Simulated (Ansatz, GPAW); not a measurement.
## Ir: programs and potentials compared

```
CELL_PARAMETERS angstrom
0.00000 1.91560 1.91560
1.91560 0.00000 1.91560
1.91560 1.91560 0.00000
ATOMIC_POSITIONS crystal
Ir 0.00000 0.00000 0.00000
```

Alike in all runs: task single point; functional PBE; k mesh 12 × 12 × 12; occupations gaussian, width 0.015 eV; no spin polarisation; no spin-orbit coupling. Pressure is positive in compression and, in plane waves, holds the error of the finite cutoff, which Ansatz's Pulay term estimates and takes out.

```tsv
program and potentials	plane-wave cutoff (eV)	notes	band gap (eV)	pressure (GPa)
Ansatz, Ansatz PAW	420	17 valence electrons an atom on average; Pulay term of +0.09 GPa included	no gap	11.11
Ansatz, all-electron LAPW, scalar-relativistic	-	-	?	?
GPAW, GPAW PAW data sets (gpaw-data 1.2.1)	600	15 valence electrons an atom on average	no gap	9.81
```

Problem. Estimate from the other rows what the run with Ansatz, all-electron LAPW, scalar-relativistic gave.

Solution. No band gap; pressure 11.04 GPa. The other rows, which needn't bracket it: pressure 9.81 to 11.11.
